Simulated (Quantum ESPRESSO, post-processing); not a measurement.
# AlN/Al(1-x)Ga(x)N (10-10) interfaces, on the lattice of AlN: a series in the share x of Ga, part 6 of 9

Aim: how the results for AlN/Al(1-x)Ga(x)N (10-10) interfaces, on the lattice of AlN change with the share x of Ga.

Quantum ESPRESSO 7.5; plane-wave DFT, LDA, GBRV ultrasoft pseudopotentials.

So far. Step 2 (Variable-cell relaxation of the reference):  The last row is no step: it is a fresh SCF in the final cell with a new plane-wave basis, -1 meV from the row before. Step 5 (Relaxing cell and ions, 0.25):  The last row is no step: it is a fresh SCF in the final cell with a new plane-wave basis, -1 meV from the row before.

## Step 11: Variable-cell relaxation, 0.5

System of this step: Al(1-x)Ga(x)N, x = 2/4, ordered (10-10) cell. The structure is trigonal, space group P3m1 (No. 156). The conventional cell has a = 3.092 Å, b = 3.092 Å, c = 4.952 Å, α = 90.00°, β = 90.00°, γ = 120.00°. Nearest to Ga lie 4 N at 1.88 to 1.89 Å. Nearest to N lie 3 Al at 1.88 Å and 1 Ga at 1.89 Å. Al has 4 N at 1.88 to 1.89 Å nearest. N has 3 Ga at 1.88 Å and 1 Al at 1.89 Å nearest. Farther neighbours and most contacts between anions are not listed.

m1.relax.in

```
&control
  prefix = 'm1.relax'
  outdir = './out'
  pseudo_dir = './pseudo'
  nstep = 70
  forc_conv_thr = 0.0004
  calculation = 'vc-relax'
/
&system
  ibrav = 0
  nat = 8
  ntyp = 3
  ecutwfc = 48
  ecutrho = 240
  occupations = 'smearing'
  smearing = 'fd'
  degauss = 0.002
/
&electrons
  conv_thr = 1e-09
  mixing_beta = 0.4
  electron_maxstep = 120
/
&ions
/
&cell
  cell_dofree = 'z'
  press_conv_thr = 0.4
/
ATOMIC_SPECIES
  Ga  69.7230  ga_lda_v1.4.uspp.F.UPF
  N   14.0070  n_lda_v1.2.uspp.F.UPF
  Al  26.9815  al_lda_v1.uspp.F.UPF
CELL_PARAMETERS angstrom
  3.09241662500000 0.00000000000000 0.00000000000000
  0.00000000000000 4.95246770000012 0.00000000000000
  0.00000000000000 0.00000000000000 5.35621903900013
ATOMIC_POSITIONS crystal
  Ga  0.500000000000 0.500000000000 0.166666666700
  N   0.500000000000 0.882000000000 0.166666666700
  Al  0.000000000000 0.000000000000 0.333333333300
  N   0.000000000000 0.382000000000 0.333333333300
  Ga  0.000000000000 0.500000000000 0.666666666700
  N   0.000000000000 0.882000000000 0.666666666700
  Al  0.500000000000 0.000000000000 0.833333333300
  N   0.500000000000 0.382000000000 0.833333333300
K_POINTS automatic
  5 3 3 0 0 0
```

Run with:

```bash
$ OMP_NUM_THREADS=1 mpirun -n 4 pw.x -nk 2 -in m1.relax.in > m1.relax.out
```

What it wrote:

```text
[banner, memory and clock lines left out]
Program PWSCF v.7.5 starts
[...]
Message from routine setup:
[...]
number of electrons       =        64.00
     number of Kohn-Sham states=           38
     kinetic-energy cutoff     =      48.0000  Ry
     charge density cutoff     =     240.0000  Ry
[...]
number of k points=    15  Fermi-Dirac smearing, width (Ry)=  0.0020
[...]
Dense  grid:    34659 G-vectors     FFT dimensions: (  30,  48,  50)
[...]
Starting wfcs are   48 randomized atomic wfcs
[...]
estimated scf accuracy    <       6.73875788 Ry
[...]
estimated scf accuracy    <       0.34984597 Ry
[...]
estimated scf accuracy    <       0.04247967 Ry
[...]
estimated scf accuracy    <       0.00644217 Ry
[...]
estimated scf accuracy    <       0.00102489 Ry
[...]
estimated scf accuracy    <       0.00006425 Ry
[...]
estimated scf accuracy    <       0.00001400 Ry
[...]
estimated scf accuracy    <       0.00000269 Ry
[...]
estimated scf accuracy    <       0.00000023 Ry
[...]
estimated scf accuracy    <       0.00000004 Ry
[...]
estimated scf accuracy    <          2.8E-09 Ry
[...]
the Fermi energy is    10.3878 ev
!    total energy              =    -924.46108340 Ry
     estimated scf accuracy    <          1.6E-10 Ry
     smearing contrib. (-TS)   =      -0.00000000 Ry
     internal energy E=F+TS    =    -924.46108340 Ry
[...]
one-electron contribution =    -816.89612440 Ry
     hartree contribution      =     443.93471273 Ry
     xc contribution           =    -126.37598397 Ry
     ewald contribution        =    -425.12368776 Ry
     convergence has been achieved in  12 iterations
[...]
Total force =     0.078454     Total SCF correction =     0.000034
[...]
estimated scf accuracy    <       0.00211666 Ry
[...]
estimated scf accuracy    <       0.00012262 Ry
[...]
estimated scf accuracy    <       0.00002692 Ry
[...]
estimated scf accuracy    <       0.00000159 Ry
[...]
estimated scf accuracy    <       0.00000025 Ry
[...]
estimated scf accuracy    <       0.00000004 Ry
[...]
estimated scf accuracy    <          2.9E-09 Ry
[...]
the Fermi energy is    11.6392 ev
!    total energy              =    -924.46798753 Ry
     estimated scf accuracy    <          6.4E-10 Ry
     smearing contrib. (-TS)   =       0.00000000 Ry
     internal energy E=F+TS    =    -924.46798753 Ry
[...]
one-electron contribution =    -815.54094763 Ry
     hartree contribution      =     442.70734146 Ry
     xc contribution           =    -126.28130586 Ry
     ewald contribution        =    -425.35307549 Ry
     convergence has been achieved in   8 iterations
[...]
Total force =     0.036437     Total SCF correction =     0.000149
[...]
estimated scf accuracy    <       0.00082233 Ry
[...]
estimated scf accuracy    <       0.00004069 Ry
[...]
estimated scf accuracy    <       0.00000811 Ry
[...]
estimated scf accuracy    <       0.00000056 Ry
[...]
estimated scf accuracy    <       0.00000010 Ry
[...]
estimated scf accuracy    <       0.00000001 Ry
[...]
estimated scf accuracy    <          9.8E-10 Ry
[...]
the Fermi energy is    11.5712 ev
!    total energy              =    -924.46923859 Ry
     estimated scf accuracy    <          1.7E-10 Ry
     smearing contrib. (-TS)   =       0.00000000 Ry
     internal energy E=F+TS    =    -924.46923859 Ry
[...]
one-electron contribution =    -813.95389931 Ry
     hartree contribution      =     441.76437460 Ry
     xc contribution           =    -126.25492320 Ry
     ewald contribution        =    -426.02479068 Ry
     convergence has been achieved in   8 iterations
[...]
Total force =     0.009272     Total SCF correction =     0.000086
[...]
estimated scf accuracy    <       0.00002643 Ry
[...]
estimated scf accuracy    <       0.00000294 Ry
[...]
estimated scf accuracy    <       0.00000027 Ry
[...]
estimated scf accuracy    <       0.00000002 Ry
[...]
estimated scf accuracy    <          4.4E-09 Ry
[...]
estimated scf accuracy    <          1.5E-10 Ry
[...]
the Fermi energy is    11.5658 ev
!    total energy              =    -924.46930709 Ry
     estimated scf accuracy    <          2.4E-11 Ry
     smearing contrib. (-TS)   =       0.00000000 Ry
     internal energy E=F+TS    =    -924.46930709 Ry
[...]
one-electron contribution =    -813.73311065 Ry
     hartree contribution      =     441.64273772 Ry
     xc contribution           =    -126.25204644 Ry
     ewald contribution        =    -426.12688773 Ry
     convergence has been achieved in   7 iterations
[...]
Total force =     0.003225     Total SCF correction =     0.000038
[...]
estimated scf accuracy    <       0.00000301 Ry
[...]
estimated scf accuracy    <       0.00000049 Ry
[...]
estimated scf accuracy    <       0.00000003 Ry
[...]
estimated scf accuracy    <          5.3E-09 Ry
[...]
estimated scf accuracy    <          4.2E-10 Ry
[...]
estimated scf accuracy    <          2.9E-11 Ry
[...]
the Fermi energy is    11.5592 ev
!    total energy              =    -924.46931774 Ry
     estimated scf accuracy    <          5.0E-12 Ry
     smearing contrib. (-TS)   =       0.00000000 Ry
     internal energy E=F+TS    =    -924.46931774 Ry
[...]
one-electron contribution =    -813.79158194 Ry
     hartree contribution      =     441.66517467 Ry
     xc contribution           =    -126.25040695 Ry
     ewald contribution        =    -426.09250352 Ry
     convergence has been achieved in   7 iterations
[...]
Total force =     0.001398     Total SCF correction =     0.000028
[...]
estimated scf accuracy    <       0.00000110 Ry
[...]
estimated scf accuracy    <       0.00000015 Ry
[...]
estimated scf accuracy    <       0.00000002 Ry
[...]
estimated scf accuracy    <          1.7E-09 Ry
[...]
estimated scf accuracy    <          3.0E-10 Ry
[...]
the Fermi energy is    11.5531 ev
!    total energy              =    -924.46932039 Ry
     estimated scf accuracy    <          8.1E-12 Ry
     smearing contrib. (-TS)   =       0.00000000 Ry
     internal energy E=F+TS    =    -924.46932039 Ry
[...]
one-electron contribution =    -813.87291590 Ry
     hartree contribution      =     441.69840994 Ry
     xc contribution           =    -126.24895397 Ry
     ewald contribution        =    -426.04586047 Ry
     convergence has been achieved in   6 iterations
[...]
Total force =     0.000998     Total SCF correction =     0.000014
[...]
number of electrons       =        64.00
     number of Kohn-Sham states=           38
     kinetic-energy cutoff     =      48.0000  Ry
     charge density cutoff     =     240.0000  Ry
[...]
number of k points=    15  Fermi-Dirac smearing, width (Ry)=  0.0020
[...]
Dense  grid:    35401 G-vectors     FFT dimensions: (  30,  48,  54)
[...]
Starting wfcs are   48 randomized atomic wfcs
[...]
estimated scf accuracy    <       7.29091669 Ry
[...]
estimated scf accuracy    <       0.50042364 Ry
[...]
estimated scf accuracy    <       0.05277535 Ry
[...]
estimated scf accuracy    <       0.00625917 Ry
[...]
estimated scf accuracy    <       0.00177969 Ry
[...]
estimated scf accuracy    <       0.00012371 Ry
[...]
estimated scf accuracy    <       0.00000584 Ry
[...]
estimated scf accuracy    <       0.00000076 Ry
[...]
estimated scf accuracy    <       0.00000035 Ry
[...]
estimated scf accuracy    <       0.00000002 Ry
[...]
estimated scf accuracy    <          2.1E-09 Ry
[...]
estimated scf accuracy    <          1.9E-10 Ry
[...]
estimated scf accuracy    <          5.0E-11 Ry
[...]
the Fermi energy is    10.1082 ev
!    total energy              =    -924.46960889 Ry
     estimated scf accuracy    <          1.6E-12 Ry
     smearing contrib. (-TS)   =      -0.00000000 Ry
     internal energy E=F+TS    =    -924.46960889 Ry
[...]
one-electron contribution =    -813.87310941 Ry
     hartree contribution      =     441.69828617 Ry
     xc contribution           =    -126.24892519 Ry
     ewald contribution        =    -426.04586046 Ry
     convergence has been achieved in  14 iterations
[...]
Total force =     0.001006     Total SCF correction =     0.000001
[...]
```

Wall time 58 s (4 MPI ranks of Arm Neoverse V2, shared host); peak memory 0.38 GiB.

Step by step:

```
step  energy less that of the first step (eV)  largest force (eV/Å)  volume (Å³)
   1                                   0.0000                1.0793        82.03
   2                                  -0.0939                0.4716        83.24
   3                                  -0.1110                0.1020        83.54
   4                                  -0.1119                0.0434        83.57
   5                                  -0.1120                0.0181        83.59
   6                                  -0.1121                0.0120        83.61
   7                                  -0.1160                0.0120        83.61
```

```
     cell as run  before  after  change
           a (Å)   3.092  3.092  -0.0 %
           b (Å)   4.952  4.952  -0.0 %
           c (Å)   5.356  5.459  +1.9 %
volume (Å³/atom)   10.25  10.45  +1.9 %
```

The atoms that moved most (Å, as changes of fractional coordinates times the final cell):

```
atom     dx      dy      dz  length
  N2  0.000   0.037  -0.008   0.037
  N6  0.000   0.037  -0.008   0.037
  N8  0.000  -0.034   0.009   0.035
  N4  0.000  -0.034   0.009   0.035
 Al7  0.000  -0.007   0.005   0.009
 Al3  0.000  -0.007   0.005   0.009
 Ga1  0.000   0.004  -0.006   0.008
 Ga5  0.000   0.004  -0.006   0.008
```

Final coordinates:

```cif
data_structure
_symmetry_space_group_name_H-M 'P 1'
_symmetry_Int_Tables_number 1
_cell_length_a 3.0924
_cell_length_b 4.9525
_cell_length_c 5.4591
_cell_angle_alpha 90.000
_cell_angle_beta 90.000
_cell_angle_gamma 90.000
_cell_volume 83.61
loop_
_atom_site_label
_atom_site_type_symbol
_atom_site_fract_x
_atom_site_fract_y
_atom_site_fract_z
_atom_site_occupancy
Ga1 Ga 0.50000 0.50086 0.16552 1
N2 N 0.50000 0.88939 0.16527 1
Al3 Al 0.00000 0.99856 0.33430 1
N4 N 0.00000 0.37519 0.33491 1
Ga5 Ga 0.00000 0.50086 0.66552 1
N6 N 0.00000 0.88939 0.66527 1
Al7 Al 0.50000 0.99856 0.83430 1
N8 N 0.50000 0.37519 0.83491 1
```

 The last row is no step: it is a fresh SCF in the final cell with a new plane-wave basis, -4 meV from the row before.

This step gave:

```
free energy  : -12578.0498 eV
Fermi energy : 10.11 eV
```

## Step 12: SCF with pw.x, 0.5

m1.bulk.in

```
&control
  prefix = 'm1.bulk'
  outdir = './out'
  pseudo_dir = './pseudo'
  calculation = 'scf'
  tprnfor = .true.
/
&system
  ibrav = 0
  nat = 8
  ntyp = 3
  ecutwfc = 40
  ecutrho = 200
  occupations = 'smearing'
  smearing = 'fd'
  degauss = 0.002
  nbnd = 36
/
&electrons
  conv_thr = 1e-09
  mixing_beta = 0.4
  electron_maxstep = 120
/
ATOMIC_SPECIES
  Ga  69.7230  ga_lda_v1.4.uspp.F.UPF
  N   14.0070  n_lda_v1.2.uspp.F.UPF
  Al  26.9815  al_lda_v1.uspp.F.UPF
CELL_PARAMETERS angstrom
  3.09241662500000 0.00000000000000 0.00000000000000
  0.00000000000000 4.95246770000000 0.00000000000000
  0.00000000000000 0.00000000000000 5.45912766600000
ATOMIC_POSITIONS crystal
  Ga  0.500000000000 0.500856168900 0.165522344000
  N   0.500000000000 0.889387797000 0.165271006400
  Al  0.000000000000 -0.001436625800 0.334295051800
  N   0.000000000000 0.375192742500 0.334911603600
  Ga  0.000000000000 0.500856117400 0.665522331700
  N   0.000000000000 0.889387754900 0.665271000800
  Al  0.500000000000 -0.001436662700 0.834295046000
  N   0.500000000000 0.375192707900 0.834911615800
K_POINTS automatic
  10 6 6 0 0 0
```

Run with:

```bash
$ OMP_NUM_THREADS=1 mpirun -n 4 pw.x -nk 4 -in m1.bulk.in > m1.bulk.out
```

What it wrote:

```text
[banner, memory and clock lines left out]
Program PWSCF v.7.5 starts
[...]
Message from routine setup:
[...]
number of electrons       =        64.00
     number of Kohn-Sham states=           36
     kinetic-energy cutoff     =      40.0000  Ry
     charge density cutoff     =     200.0000  Ry
[...]
number of k points=   120  Fermi-Dirac smearing, width (Ry)=  0.0020
[...]
Dense  grid:    26891 G-vectors     FFT dimensions: (  27,  45,  48)
[...]
Starting wfcs are   48 randomized atomic wfcs
[...]
estimated scf accuracy    <       6.63697139 Ry
[...]
estimated scf accuracy    <       0.34843660 Ry
[...]
estimated scf accuracy    <       0.04230361 Ry
[...]
estimated scf accuracy    <       0.00634213 Ry
[...]
estimated scf accuracy    <       0.00084550 Ry
[...]
estimated scf accuracy    <       0.00006509 Ry
[...]
estimated scf accuracy    <       0.00002359 Ry
[...]
estimated scf accuracy    <       0.00000643 Ry
[...]
estimated scf accuracy    <       0.00000088 Ry
[...]
estimated scf accuracy    <       0.00000009 Ry
[...]
estimated scf accuracy    <       0.00000001 Ry
[...]
the Fermi energy is    11.2731 ev
!    total energy              =    -924.46530487 Ry
     estimated scf accuracy    <          2.8E-10 Ry
     smearing contrib. (-TS)   =       0.00000000 Ry
     internal energy E=F+TS    =    -924.46530487 Ry
[...]
one-electron contribution =    -813.87364225 Ry
     hartree contribution      =     441.70374443 Ry
     xc contribution           =    -126.24954660 Ry
     ewald contribution        =    -426.04586044 Ry
     convergence has been achieved in  12 iterations
[...]
Total force =     0.001027     Total SCF correction =     0.000029
[...]
```

Run time: 48 s. Hardware: 4 MPI ranks; peak memory 0.48 GiB; 3.2 min of CPU time.

Read from the output:

```
free energy                          : -12577.9912 eV
Fermi energy                         : 11.27 eV
valence top, on the run's zero       : 9.461 eV
conduction bottom, on the run's zero : 12.67 eV
gap by band count                    : 3.211 eV
```

## Step 13: Ground state, 0.5

System of this step: AlN/Al(1-x)Ga(x)N (10-10) superlattice, x = 2/4. The cell holds 32 atoms: 12 Al, 16 N and 4 Ga. Cell: a = 3.092 Å, b = 4.952 Å, c = 21.631 Å, α = 90.0°, β = 90.0°, γ = 90.0°. The structure's axis is c.

m1.scf.in

```
&control
  prefix = 'm1.scf'
  outdir = './out'
  pseudo_dir = './pseudo'
  calculation = 'scf'
  tprnfor = .true.
/
&system
  ibrav = 0
  nat = 32
  ntyp = 3
  ecutwfc = 40
  ecutrho = 200
  occupations = 'smearing'
  smearing = 'fd'
  degauss = 0.002
/
&electrons
  conv_thr = 1e-08
  mixing_beta = 0.4
  electron_maxstep = 160
  mixing_mode = 'TF'
  mixing_ndim = 12
/
ATOMIC_SPECIES
  Al  26.9815  al_lda_v1.uspp.F.UPF
  N   14.0070  n_lda_v1.2.uspp.F.UPF
  Ga  69.7230  ga_lda_v1.4.uspp.F.UPF
CELL_PARAMETERS angstrom
  3.09241662500000 0.00000000000000 0.00000000000000
  0.00000000000000 4.95246770000000 -0.00000107500000
  0.00000000000000 0.00000000000000 21.63069341000000
ATOMIC_POSITIONS crystal
  Al  0.500000000000 0.500114910800 0.000000000000
  N   0.500000000000 0.881885129000 -0.000000086643
  Al  0.000000000000 0.000115037000 0.041269913181
  N   0.000000000000 0.381884923800 0.041270068068
  Al  0.000000000000 0.500114911100 0.123810617757
  N   0.000000000000 0.881885128700 0.123810531189
  Al  0.500000000000 0.000115036100 0.165080531384
  N   0.500000000000 0.381884923300 0.165080686321
  Al  0.500000000000 0.500114910800 0.247621236059
  N   0.500000000000 0.881885129000 0.247621149416
  Al  0.000000000000 0.000115037000 0.288891149240
  N   0.000000000000 0.381884923800 0.288891304127
  Al  0.000000000000 0.500114911100 0.371431853816
  N   0.000000000000 0.881885128700 0.371431767248
  Al  0.500000000000 0.000115036100 0.412701767443
  N   0.500000000000 0.381884923300 0.412701922380
  Ga  0.500000000000 0.500856168900 0.495242472118
  N   0.500000000000 0.889387797000 0.495179039845
  Al  0.000000000000 -0.001436625800 0.537837119500
  N   0.000000000000 0.375192742500 0.537992724081
  Ga  0.000000000000 0.500856117400 0.621431850984
  N   0.000000000000 0.889387754900 0.621368420403
  Al  0.500000000000 -0.001436662700 0.664026500006
  N   0.500000000000 0.375192707900 0.664182109130
  Ga  0.500000000000 0.500856168900 0.747621236059
  N   0.500000000000 0.889387797000 0.747557803786
  Al  0.000000000000 -0.001436625800 0.790215883441
  N   0.000000000000 0.375192742500 0.790371488022
  Ga  0.000000000000 0.500856117400 0.873810614925
  N   0.000000000000 0.889387754900 0.873747184343
  Al  0.500000000000 -0.001436662700 0.916405263947
  N   0.500000000000 0.375192707900 0.916560873071
K_POINTS automatic
  6 5 1 0 0 0
```

Run with:

```bash
$ OMP_NUM_THREADS=1 mpirun -n 4 pw.x -nk 2 -in m1.scf.in > m1.scf.out
```

What it wrote:

```text
[banner, memory and clock lines left out]
Program PWSCF v.7.5 starts
[...]
Message from routine setup:
[...]
number of electrons       =       192.00
     number of Kohn-Sham states=          115
     kinetic-energy cutoff     =      40.0000  Ry
     charge density cutoff     =     200.0000  Ry
[...]
number of k points=    12  Fermi-Dirac smearing, width (Ry)=  0.0020
[...]
Dense  grid:   106709 G-vectors     FFT dimensions: (  27,  45, 192)
[...]
Starting wfcs are  160 randomized atomic wfcs
[...]
negative rho (up, down):  7.420E-02 0.000E+00
[...]
estimated scf accuracy    <    3267.10939871 Ry
[...]
negative rho (up, down):  2.117E-01 0.000E+00
[...]
estimated scf accuracy    <    1554.66849241 Ry
[...]
negative rho (up, down):  1.297E-01 0.000E+00
[...]
estimated scf accuracy    <      59.99818161 Ry
[...]
negative rho (up, down):  1.094E-02 0.000E+00
[...]
estimated scf accuracy    <      20.68513503 Ry
[...]
negative rho (up, down):  5.303E-03 0.000E+00
[...]
estimated scf accuracy    <       6.18939399 Ry
[...]
negative rho (up, down):  2.883E-04 0.000E+00
[...]
estimated scf accuracy    <       1.25264829 Ry
[...]
negative rho (up, down):  1.880E-02 0.000E+00
[...]
estimated scf accuracy    <       0.59011265 Ry
[...]
negative rho (up, down):  1.303E-03 0.000E+00
[...]
estimated scf accuracy    <       0.27607500 Ry
[...]
negative rho (up, down):  3.859E-04 0.000E+00
[...]
estimated scf accuracy    <       0.24655412 Ry
[...]
estimated scf accuracy    <       0.13526996 Ry
[...]
estimated scf accuracy    <       0.07545540 Ry
[...]
estimated scf accuracy    <       0.06866232 Ry
[...]
estimated scf accuracy    <       0.04118488 Ry
[...]
estimated scf accuracy    <       0.02706078 Ry
[...]
estimated scf accuracy    <       0.01618470 Ry
[...]
estimated scf accuracy    <       0.00817704 Ry
[...]
estimated scf accuracy    <       0.00208400 Ry
[...]
estimated scf accuracy    <       0.00170170 Ry
[...]
estimated scf accuracy    <       0.00122660 Ry
[...]
estimated scf accuracy    <       0.00063290 Ry
[...]
estimated scf accuracy    <       0.00084920 Ry
[...]
estimated scf accuracy    <       0.00018053 Ry
[...]
estimated scf accuracy    <       0.00010067 Ry
[...]
estimated scf accuracy    <       0.00005297 Ry
[...]
estimated scf accuracy    <       0.00001620 Ry
[...]
estimated scf accuracy    <       0.00000693 Ry
[...]
estimated scf accuracy    <       0.00000251 Ry
[...]
estimated scf accuracy    <       0.00000098 Ry
[...]
estimated scf accuracy    <       0.00000026 Ry
[...]
estimated scf accuracy    <       0.00000006 Ry
[...]
estimated scf accuracy    <       0.00000002 Ry
[...]
the Fermi energy is    10.6921 ev
!    total energy              =   -2065.11363503 Ry
     estimated scf accuracy    <          4.4E-09 Ry
     smearing contrib. (-TS)   =       0.00000000 Ry
     internal energy E=F+TS    =   -2065.11363503 Ry
[...]
one-electron contribution =   -3234.60843060 Ry
     hartree contribution      =    1725.68815118 Ry
     xc contribution           =    -330.95823100 Ry
     ewald contribution        =    -225.23512461 Ry
     convergence has been achieved in  32 iterations
[...]
Total force =     0.055919     Total SCF correction =     0.000290
[...]
```

The job ended after 4.8 min (4 MPI ranks; peak memory 0.85 GiB; 19 min of CPU time).

This step gave:

```
free energy  : -28097.3024 eV
Fermi energy : 10.69 eV
```

## Step 14: The line-up

Numbers from this step:

```
mean potential in the stack, first crystal                       : 2.367 eV
slope of the running mean in the stack, first crystal            : -6.93e-4 eV/Å
mean potential in the stack, second crystal                      : 2.359 eV
valence top over the bulk's mean potential, second crystal       : 6.152 eV
conduction bottom over the bulk's mean potential, second crystal : 9.362 eV
slope of the running mean in the stack, second crystal           : 0.001763 eV/Å
period along the stack, second crystal                           : 5.459 Å
```

(Continued in part 7 of 9.)

[Logs are printed without paths, hosts, clocks, repeated set-up lines and the standing remarks that a program may print on its own settings, such as how far it seeks lower states.]

[Hosts, paths, dates, database ids (printed as entryN), source tags and the programs' standing remarks are cut or masked in the printed files.]

[Maps of the electrostatic potential energy from Ansatz leave out the sawtooth potential of an applied field or a dipole correction, so their vacuum need not be flat; planar profiles and work functions include it.]
